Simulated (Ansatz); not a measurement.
# GaSb (F-43m) in Ansatz: equation of state

How stiff is GaSb in PBE, and what volume does it want? The cell is scaled to several volumes.

Program: Ansatz 0.2.0. These are calculated values, not measurements. Logs are shortened: lines on timing, memory, paths and dates and some standing lists are left out, and cuts for length are marked.

### Step 1. The structure

The structure is cubic, space group F-43m (No. 216). The conventional cell has a = 6.118 Å, b = 6.118 Å, c = 6.118 Å, α = 90.00°, β = 90.00°, γ = 90.00°. Around Sb (site symmetry -43m) lie 4 Ga at 2.65 Å. Around Ga (site symmetry -43m) lie 4 Sb at 2.65 Å.

### Step 2. Single point, PBE, 26.91 Å³/atom (volume scaled by 0.94)

Contents of input.yaml:

```yaml
crystal:
  lattice:
    - [0.0, 2.9965539066, 2.9965539066]
    - [2.9965539066, 0.0, 2.9965539066]
    - [2.9965539066, 2.9965539066, 0.0]
  atoms:
    - { symbol: Sb, position: [0.75, 0.75, 0.75] }
    - { symbol: Ga, position: [0.0, 0.0, 0.0] }
hamiltonian:
  xc: pbe
  pseudopotentials: { kind: paw }
kpoints:
  mp_grid: { grid: [8, 8, 8] }
scf:
  occupations: { method: fermi_dirac, width: 0.05 }
output:
  forces: true
  stress: true
  eigenvalues: true
  write_density: true
  write_potential: true
  elf: true
  volumetric_format: npy
```

Potentials or basis: Ansatz PAW.

Run with:

```
$ ansatz run input.yaml --threads 1 --pin off --max-ram 2560MiB --backend cpu --events-out ev --progress --plain --runs-dir out
```

Standard output:

```text
Warning: RAYON_NUM_THREADS=1 ignored (pool sized by the plan → 1); use --threads N
Engine: ansatz 0.2.0, aarch64-unknown-linux-gnu
Pseudopotentials: kind: paw
Pseudopotential: Sb, paw, valence charge 15, recommended cutoff 420 eV (normal), Sb.paw.azcp
Pseudopotential: Ga, paw, valence charge 13, recommended cutoff 420 eV (normal), Ga.paw.azcp
Functional definition: PBE
  parameter kappa = 0.804
  parameter beta = 0.06672455060314922
  exchange = pbe_x(kappa = kappa, mu = beta*pi^2/3)
  correlation = pbe_c(beta = beta)
Crystal: 2 atoms, lattice volume = 53.814 Å³
Basis set: ecut = 420 eV, 1067 PW (Γ), exchange–correlation on 60×60×60 points (8 copies of the dense FFT grid, shifted against one another)
Bands: 18, of which v1, the nominal top of the filled ones, is band 14 counted from 1 (13 counted from 0)
Symmetry: 24 space group operations
Space group: F-43m (ITA 216), of the structure as read, at distance tolerance 3.8e-5 Å
k-points: 29 of 512 (time reversal used)
Non-local potential: Sb, projectors of the file, l = 0: 2, l = 1: 2, l = 2: 2, l = 3: 2
Non-local potential: Ga, projectors of the file, l = 0: 2, l = 1: 2, l = 2: 3, l = 3: 1
PAW form: soft (Blöchl's): semilocal exchange-correlation on the pseudo side does not see the compensation charge
PAW one-centre angular grid: Sb, 590 points (default); XC on 64 Gauss nodes
PAW one-centre angular grid: Ga, 590 points (default); XC on 64 Gauss nodes
Initial density: superposition of atomic densities (neutral atoms: chi_scale 0, normalization atom), corrected by the library's trained network
Initial wavefunctions: pseudopotential atomic-orbital guess
Functional: x = pbe(κ = 0.804, μ = 0.2195149727645171), c = pbe(β = 0.06672455060314922)
SCF iter   1: F=—  HF=-10267.726425 eV  |F-HF|=—  |Δ(HF+E_count)|=         —  Δρ=1.36e-3  dr2=1.30e-3  ethr=1.77e-3  ⟨swp⟩=6.2  Hψ=2721  notcnv=0
preconditioner: auto → none  [insulator: Δε(μ)=0.481 eV  Ē_g=14.855 eV  σ=0.050 eV  W_gap=0.98  n_scr=14 (ndim 8)  ℏωp=21.5 eV  f_vac=0.076  D(μ)=0.00/eV (n_scr^D=0)  ε∞_Penn≈3.1]
SCF iter   2: F=—  HF=-10267.724944 eV  |F-HF|=—  |Δ(HF+E_count)|=   1.48e-3  Δρ=6.95e-4  dr2=2.47e-4  ethr=4.64e-6  ⟨swp⟩=2.1  Hψ=1097  notcnv=0
SCF iter   3: F=—  HF=-10267.724910 eV  |F-HF|=—  |Δ(HF+E_count)|=   3.40e-5  Δρ=2.50e-4  dr2=3.85e-5  ethr=8.82e-7  ⟨swp⟩=2.0  Hψ=783  notcnv=0
SCF iter   4: F=—  HF=-10267.724941 eV  |F-HF|=—  |Δ(HF+E_count)|=   3.09e-5  Δρ=1.30e-4  dr2=9.88e-6  ethr=1.38e-7  ⟨swp⟩=2.0  Hψ=626  notcnv=0
SCF iter   5: F=—  HF=-10267.724951 eV  |F-HF|=—  |Δ(HF+E_count)|=   9.66e-6  Δρ=4.27e-5  dr2=1.05e-6  ethr=3.53e-8  ⟨swp⟩=2.5  Hψ=753  notcnv=0
SCF iter   6: F=-10267.724952 eV  HF=-10267.724952 eV  |F-HF|=2.29e-8  |Δ(HF+E_count)|=   5.90e-7  Δρ=1.18e-5  dr2=4.42e-8  ethr=3.57e-10  ⟨swp⟩=7.2  Hψ=3489  notcnv=0
SCF 1 converged in 6 iterations: F = -10267.724952 eV  dr2 = 4.42e-8
SCF converged after 6 iterations
Free energy (F): -10267.724952 eV
Harris-Foulkes:  -10267.724952 eV  (|F-HF|=2.29e-8)
Internal energy: -10267.724896 eV  (E = F + TS)
E sigma→0 (E₀):  -10267.724924 eV
Entropy (-TS):   -0.000055 eV (-0.028 meV/atom)
Fermi energy:    8.789425 eV
--- Per-component energies (eV) ---
  E_band       = -241.636108
  E_kinetic    = 324.850365
  E_local      = -3830.230801  (includes V_loc(G=0)·N_el)
  E_nonlocal   = 787.369190
  E_hartree    = 1769.196142
  E_xc         = -208.264784
  E_vxc        = -155.255784  (∫ρ·V_xc dr)
  E_paw        = -6564.754229  (= ΣΔE_a)
  E_vpaw       = -906.749406  (= ΣTr[D̂ρ^β])
  E_aug_tail   = -0.000106  (compensation charges beyond the density's cutoff)
  E_ewald      = -2545.890673
  E_smearing   = -0.000055  (= −TS)
  E_closure    = -0.000000  (closes the sum)
  Σ components = -10267.724952   (vs F -10267.724952, Δ=0.00e0)
--- Forces (eV/Å), atoms counted from 1 ---
  atom   1  Sb     0.00000000     0.00000000    -0.00000000
  atom   2  Ga    -0.00000000    -0.00000000    -0.00000000
  max |Σ_I F_I| component: 3.70e-17 eV/Å
--- Stress (GPa, compression-positive) ---
        6.259604       0.000000       0.000000
       -0.000000       6.259604       0.000000
       -0.000000       0.000000       6.259604
  P = ⅓ Tr σ = 6.2596 GPa (62.596 kbar)
--- Band table (eV; the first three rows and the last of 29) ---
  k-point 0: bands = ["-20.3249", "-20.3249", "-20.3249", "-20.2999", "-20.2999", "-6.5879", "-6.5879", "-6.5879", "-6.5281", "-6.5281", "-3.3824", "8.5432", "8.5432", "8.5432", "9.0269", "11.3101", "11.3101", "11.3101"]
  k-point 1: bands = ["-20.3248", "-20.3243", "-20.3243", "-20.2998", "-20.2998", "-6.5936", "-6.5855", "-6.5855", "-6.5285", "-6.5285", "-3.2096", "6.5704", "8.2622", "8.2622", "9.8116", "11.6874", "11.6874", "12.1026"]
  k-point 2: bands = ["-20.3245", "-20.3230", "-20.3230", "-20.2994", "-20.2994", "-6.6070", "-6.5802", "-6.5802", "-6.5290", "-6.5290", "-2.7154", "4.4044", "7.7743", "7.7743", "9.5086", "12.2289", "12.2289", "14.0299"]
  k-point 28: bands = ["-20.3240", "-20.3220", "-20.3171", "-20.3006", "-20.2973", "-6.6388", "-6.5644", "-6.5594", "-6.5355", "-6.5297", "-0.6212", "1.6070", "4.9042", "5.1340", "12.4572", "12.8995", "13.1089", "13.3038"]
```

Run time: 4 s. Hardware: 1 thread of Arm Neoverse V1, shared host; peak memory 0.33 GiB.

What came out:

- Free energy: -10267.7250 eV
- Pressure: 6.3 GPa
- Band gap on the k mesh: 0.48 eV, direct

Caveat: spin-orbit coupling is left out, which moves the levels of the heavy elements.

### Step 3. Single point, PBE, 27.48 Å³/atom (volume scaled by 0.96)

Contents of input.yaml:

```yaml
crystal:
  lattice:
    - [0.0, 3.0176570942, 3.0176570942]
    - [3.0176570942, 0.0, 3.0176570942]
    - [3.0176570942, 3.0176570942, 0.0]
  atoms:
    - { symbol: Sb, position: [0.75, 0.75, 0.75] }
    - { symbol: Ga, position: [0.0, 0.0, 0.0] }
hamiltonian:
  xc: pbe
  pseudopotentials: { kind: paw }
kpoints:
  mp_grid: { grid: [8, 8, 8] }
scf:
  occupations: { method: fermi_dirac, width: 0.05 }
output:
  forces: true
  stress: true
  eigenvalues: true
```

Potentials or basis: Ansatz PAW.

Run with:

```
$ ansatz run input.yaml --threads 1 --pin off --max-ram 2560MiB --backend cpu --events-out ev --progress --plain --runs-dir out
```

It took 2.7 s on 1 thread of Arm Neoverse V1, shared host; peak memory 0.33 GiB.

The run converged. Its results:

```yaml
Free_energy: -10267.7643 eV
Pressure: 4.8 GPa
Band_gap_on_the_k_mesh: 0.33 eV, direct
```

Caveat: spin-orbit coupling is left out, which moves the levels of the heavy elements.

### Step 4. Single point, PBE, 28.05 Å³/atom (volume scaled by 0.98)

input.yaml, as its differences from that of step 3:

```diff
@@ -2,5 +2,5 @@
   lattice:
-    - [0.0, 3.0176570942, 3.0176570942]
-    - [3.0176570942, 0.0, 3.0176570942]
-    - [3.0176570942, 3.0176570942, 0.0]
+    - [0.0, 3.0384691801, 3.0384691801]
+    - [3.0384691801, 0.0, 3.0384691801]
+    - [3.0384691801, 3.0384691801, 0.0]
   atoms:
```

Run with:

```
$ ansatz run input.yaml --threads 1 --pin off --max-ram 2560MiB --backend cpu --events-out ev --progress --plain --runs-dir out
```

It took 2.7 s on 1 thread of Arm Neoverse V1, shared host; peak memory 0.33 GiB.

The run converged. Its results:

```yaml
Free_energy: -10267.7938 eV
Pressure: 3.5 GPa
Band_gap_on_the_k_mesh: 0.18 eV, direct
```

Caveat: spin-orbit coupling is left out, which moves the levels of the heavy elements.

### Step 5. Single point, PBE, 28.62 Å³/atom

input.yaml, as its differences from that of step 4:

```diff
@@ -2,5 +2,5 @@
   lattice:
-    - [0.0, 3.0384691801, 3.0384691801]
-    - [3.0384691801, 0.0, 3.0384691801]
-    - [3.0384691801, 3.0384691801, 0.0]
+    - [0.0, 3.059, 3.059]
+    - [3.059, 0.0, 3.059]
+    - [3.059, 3.059, 0.0]
   atoms:
```

Potentials or basis: Ansatz PAW.

Run with:

```
$ ansatz run input.yaml --threads 1 --pin off --max-ram 2560MiB --backend cpu --events-out ev --progress --plain --runs-dir out
```

Standard output:

```text
Warning: RAYON_NUM_THREADS=1 ignored (pool sized by the plan → 1); use --threads N
[... 9 set-up lines as earlier in the session ...]
Crystal: 2 atoms, lattice volume = 57.249 Å³
Basis set: ecut = 420 eV, 1139 PW (Γ), exchange–correlation on 60×60×60 points (8 copies of the dense FFT grid, shifted against one another)
Bands: 18, of which v1, the nominal top of the filled ones, is band 14 counted from 1 (13 counted from 0)
[... 1 set-up line as earlier in the session ...]
Space group: F-43m (ITA 216), of the structure as read, at distance tolerance 3.9e-5 Å
k-points: 29 of 512 (time reversal used)
[... 8 set-up lines as earlier in the session ...]
SCF iter   1: F=—  HF=-10267.815825 eV  |F-HF|=—  |Δ(HF+E_count)|=         —  Δρ=1.33e-3  dr2=1.61e-3  ethr=1.77e-3  ⟨swp⟩=6.1  Hψ=2642  notcnv=0
preconditioner: auto → none  [insulator: Δε(μ)=0.371 eV  Ē_g=14.585 eV  σ=0.050 eV  W_gap=0.67  n_scr=14 (ndim 8)  ℏωp=20.8 eV  f_vac=0.091  D(μ)=0.06/eV (n_scr^D=0)  ε∞_Penn≈3.0]
SCF iter   2: F=—  HF=-10267.814473 eV  |F-HF|=—  |Δ(HF+E_count)|=   1.35e-3  Δρ=6.28e-4  dr2=2.48e-4  ethr=5.74e-6  ⟨swp⟩=2.0  Hψ=1025  notcnv=0
SCF iter   3: F=—  HF=-10267.814480 eV  |F-HF|=—  |Δ(HF+E_count)|=   6.30e-6  Δρ=2.73e-4  dr2=4.19e-5  ethr=8.84e-7  ⟨swp⟩=2.0  Hψ=784  notcnv=0
SCF iter   4: F=—  HF=-10267.814504 eV  |F-HF|=—  |Δ(HF+E_count)|=   2.45e-5  Δρ=8.75e-5  dr2=3.19e-6  ethr=1.50e-7  ⟨swp⟩=2.0  Hψ=784  notcnv=0
SCF iter   5: F=—  HF=-10267.814511 eV  |F-HF|=—  |Δ(HF+E_count)|=   6.77e-6  Δρ=5.27e-5  dr2=1.12e-6  ethr=1.14e-8  ⟨swp⟩=2.0  Hψ=931  notcnv=0
SCF iter   6: F=-10267.814510 eV  HF=-10267.814511 eV  |F-HF|=3.59e-8  |Δ(HF+E_count)|=   3.88e-7  Δρ=1.75e-5  dr2=7.89e-8  ethr=3.57e-10  ⟨swp⟩=4.4  Hψ=2585  notcnv=0
SCF 1 converged in 6 iterations: F = -10267.814510 eV  dr2 = 7.89e-8
SCF converged after 6 iterations
Free energy (F): -10267.814510 eV
Harris-Foulkes:  -10267.814511 eV  (|F-HF|=3.59e-8)
Internal energy: -10267.814023 eV  (E = F + TS)
E sigma→0 (E₀):  -10267.814267 eV
Entropy (-TS):   -0.000487 eV (-0.244 meV/atom)
Fermi energy:    7.776008 eV
--- Per-component energies (eV) ---
  E_band       = -260.902052
  E_kinetic    = 323.169981
  E_local      = -3913.756790  (includes V_loc(G=0)·N_el)
  E_nonlocal   = 787.170936
  E_hartree    = 1801.715518
  E_xc         = -207.428881
  E_vxc        = -154.110472  (∫ρ·V_xc dr)
  E_paw        = -6564.765553  (= ΣΔE_a)
  E_vpaw       = -906.824681  (= ΣTr[D̂ρ^β])
  E_aug_tail   = -0.000096  (compensation charges beyond the density's cutoff)
  E_ewald      = -2493.919138
  E_smearing   = -0.000487  (= −TS)
  E_closure    = -0.000000  (closes the sum)
  Σ components = -10267.814510   (vs F -10267.814510, Δ=0.00e0)
--- Forces (eV/Å), atoms counted from 1 ---
  atom   1  Sb     0.00000000     0.00000000     0.00000000
  atom   2  Ga    -0.00000000     0.00000000     0.00000000
  max |Σ_I F_I| component: 7.40e-17 eV/Å
--- Stress (GPa, compression-positive) ---
        2.335365      -0.000000       0.000000
        0.000000       2.335365       0.000000
       -0.000000       0.000000       2.335365
  P = ⅓ Tr σ = 2.3354 GPa (23.354 kbar)
--- Band table (eV; the first three rows and the last of 29) ---
  k-point 0: bands = ["-21.0497", "-21.0497", "-21.0497", "-21.0304", "-21.0304", "-7.2895", "-7.2895", "-7.2895", "-7.2402", "-7.2402", "-3.7677", "7.7096", "7.7096", "7.7096", "7.7433", "10.4968", "10.4968", "10.4968"]
  k-point 1: bands = ["-21.0496", "-21.0493", "-21.0493", "-21.0303", "-21.0303", "-7.2938", "-7.2876", "-7.2876", "-7.2404", "-7.2404", "-3.6076", "5.7033", "7.4572", "7.4572", "8.7426", "10.8430", "10.8430", "11.1424"]
  k-point 2: bands = ["-21.0494", "-21.0483", "-21.0483", "-21.0300", "-21.0300", "-7.3040", "-7.2834", "-7.2834", "-7.2408", "-7.2408", "-3.1520", "3.6887", "7.0098", "7.0098", "8.5205", "11.3614", "11.3614", "12.9172"]
  k-point 28: bands = ["-21.0491", "-21.0474", "-21.0438", "-21.0309", "-21.0284", "-7.3297", "-7.2710", "-7.2663", "-7.2461", "-7.2409", "-1.2755", "1.0446", "4.3677", "4.5891", "11.3979", "12.0451", "12.1290", "12.4820"]
```

Run time: 2.8 s. Hardware: 1 thread of Arm Neoverse V1, shared host; peak memory 0.33 GiB.

Results:

| Property | Result |
| --- | --- |
| Free energy | -10267.8145 eV |
| Pressure | 2.3 GPa |
| Band gap on the k mesh | none (metal or under the smearing width) |

### Step 6. Single point, PBE, 29.20 Å³/atom (volume scaled by 1.02)

input.yaml, as its differences from that of step 5:

```diff
@@ -2,5 +2,5 @@
   lattice:
-    - [0.0, 3.059, 3.059]
-    - [3.059, 0.0, 3.059]
-    - [3.059, 3.059, 0.0]
+    - [0.0, 3.0792588685, 3.0792588685]
+    - [3.0792588685, 0.0, 3.0792588685]
+    - [3.0792588685, 3.0792588685, 0.0]
   atoms:
```

Potentials or basis: Ansatz PAW.

Run with:

```
$ ansatz run input.yaml --threads 1 --pin off --max-ram 2560MiB --backend cpu --events-out ev --progress --plain --runs-dir out
```

Run time: 2.8 s. Hardware: 1 thread of Arm Neoverse V1, shared host; peak memory 0.33 GiB.

Results (log left out):

- Free energy: -10267.8274 eV
- Pressure: 1.3 GPa
- Band gap on the k mesh: none (metal or under the smearing width)

### Step 7. Single point, PBE, 29.77 Å³/atom (volume scaled by 1.04)

input.yaml, as its differences from that of step 6:

```diff
@@ -2,5 +2,5 @@
   lattice:
-    - [0.0, 3.0792588685, 3.0792588685]
-    - [3.0792588685, 0.0, 3.0792588685]
-    - [3.0792588685, 3.0792588685, 0.0]
+    - [0.0, 3.0992546163, 3.0992546163]
+    - [3.0992546163, 0.0, 3.0992546163]
+    - [3.0992546163, 3.0992546163, 0.0]
   atoms:
```

Run with:

```
$ ansatz run input.yaml --threads 1 --pin off --max-ram 2560MiB --backend cpu --events-out ev --progress --plain --runs-dir out
```

Wall time 2.8 s (1 thread of Arm Neoverse V1, shared host); peak memory 0.33 GiB.

It converged, with:

```
Free energy            : -10267.8333 eV
Pressure               : 0.4 GPa
Band gap on the k mesh : none (metal or under the smearing width)
```

### Step 8. Single point, PBE, 30.34 Å³/atom (volume scaled by 1.06)

input.yaml, as its differences from that of step 7:

```diff
@@ -2,5 +2,5 @@
   lattice:
-    - [0.0, 3.0992546163, 3.0992546163]
-    - [3.0992546163, 0.0, 3.0992546163]
-    - [3.0992546163, 3.0992546163, 0.0]
+    - [0.0, 3.1189956238, 3.1189956238]
+    - [3.1189956238, 0.0, 3.1189956238]
+    - [3.1189956238, 3.1189956238, 0.0]
   atoms:
```

Run with:

```
$ ansatz run input.yaml --threads 1 --pin off --max-ram 2560MiB --backend cpu --events-out ev --progress --plain --runs-dir out
```

Run time: 3.1 s. Hardware: 1 thread of Arm Neoverse V1, shared host; peak memory 0.34 GiB.

Results (log left out):

```yaml
Free_energy: -10267.8327 eV
Pressure: -0.5 GPa
Band_gap_on_the_k_mesh: none (metal or under the smearing width)
```

### Step 9. Equation of state, PBE

Potentials or basis: Ansatz PAW.

This step only gathers the single runs of the series.

What came out:

| Property | Result |
| --- | --- |
| Equilibrium volume | 30.01 Å³/atom |
| Bulk modulus | 44 GPa |
| Pressure derivative of the bulk modulus | 4.7 (rough: it moves with the points fitted) |

Energy against volume, from the lowest point:
```
volume (Å³/atom)  energy (meV/atom)
          26.907              54.18
          27.480              34.48
          28.052              19.75
          28.625               9.40
          29.197               2.93
          29.770               0.00
          30.342               0.28
```
